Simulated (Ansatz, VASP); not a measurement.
## One calculation of WC, two programs

Contents of INCAR:

```
SYSTEM = WC
PREC = Accurate ; ENCUT = 520
EDIFF = 1E-7 ; ISMEAR = 1
SIGMA = 0.1 ; LREAL = .False.
LASPH = .True. ; NELM = 80
ALGO = Normal ; ISIF = 2
LWAVE = .False. ; LCHARG = .True.
GGA = PS ; LELF = .True.
LVHAR = .True. ; NBANDS = 16
```

The input KPOINTS:

```
Automatic mesh
0
Gamma
  6 6 6
  0 0 0
```

POSCAR

```
WC
1.0
    0.0000000000      2.1926840000      2.1926840000
    2.1926840000      0.0000000000      2.1926840000
    2.1926840000      2.1926840000      0.0000000000
W C
1 1
Direct
   -0.0483678461      0.0112594911      0.0391928971
    0.4374347041      0.5218436949      0.5415452444
```

Input for Ansatz:

```yaml
crystal:
  lattice:
    - [0.0, 2.192684, 2.192684]
    - [2.192684, 0.0, 2.192684]
    - [2.192684, 2.192684, 0.0]
  atoms:
    - { symbol: W, position: [-0.04836784609010524, 0.011259491090518955, 0.03919289708376341] }
    - { symbol: C, position: [0.4374347040953674, 0.5218436948696784, 0.5415452443646175] }
basis:
  ecutwfc: 420.0
kpoints:
  mp_grid:
    grid: [6, 6, 6]
hamiltonian:
  xc: pbesol
  pseudopotentials:
    kind: paw
scf:
  occupations:
    method: methfessel_paxton
    width: 0.1
output:
  forces: true
```

The cell comes from a database or a generator and needn't be the stable form of this composition.

Alike in both runs: task single point; functional PBEsol; k mesh 6 × 6 × 6; occupations methfessel-paxton of order 1, width 0.1 eV; no spin polarisation.

|  | VASP | Ansatz |
| --- | --- | --- |
| version | VASP 6.6.1 | Ansatz 0.2.0 |
| potentials or method | VASP PAW PBE potentials, release 64 (W_sv, C) | plane waves, PAW |
| plane-wave cutoff (eV) | 520 | 420 |
| valence electrons in the cell | 18 | 18 |

|  | VASP | Ansatz | Ansatz less VASP |
| --- | --- | --- | --- |
| rms of the force components (eV/Å) | 0.175 | 0.173 | -0.0021 |

Atom by atom the forces differ by 0.002 eV/Å (rms over components).

Caveats: the k mesh is coarse (spacing up to 0.41 Å⁻¹), so the values aren't converged; the PAW data sets were made with another functional, which shifts forces and pressure a little (VASP). The runs have no spin-orbit coupling, so splittings on W are missing.
